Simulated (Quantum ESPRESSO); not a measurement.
## HgSe: zone-centre phonons under several settings

```xyz
2
Lattice="0.0000 3.0390 3.0390 3.0390 0.0000 3.0390 3.0390 3.0390 0.0000" Properties=species:S:1:pos:R:3 pbc="T T T"
Hg    0.0000    0.0000    0.0000
Se    4.5585    4.5585    4.5585
```

All runs used Quantum ESPRESSO 7.5; potentials GBRV 1.5 PBE; given cell; no spin polarisation; cutoff 612 eV; occupations fermi-dirac, width 0.05 eV.

```tsv
level	k mesh (s: shifted)	pressure (GPa)	lowest optical mode without the field (cm⁻¹)
PBE	2 × 2 × 2	9.3	156
PBE	4 × 4 × 4	5.3	138
PBE	6 × 6 × 6	4.9	136
PBE	8 × 8 × 8	4.9	136
PBE	10 × 10 × 10	?	?
```

Q: What stands in the row left open?

A: Pressure 4.9 GPa; lowest optical mode without the field 136 cm⁻¹.

Caveats: some runs use coarse meshes; the cell is more than 3 GPa from zero pressure, which shifts response properties; the mesh is thin for the phonons of a metal (some runs).

For the row left open. Caveat: the cell is more than 3 GPa from zero pressure, which shifts response properties.
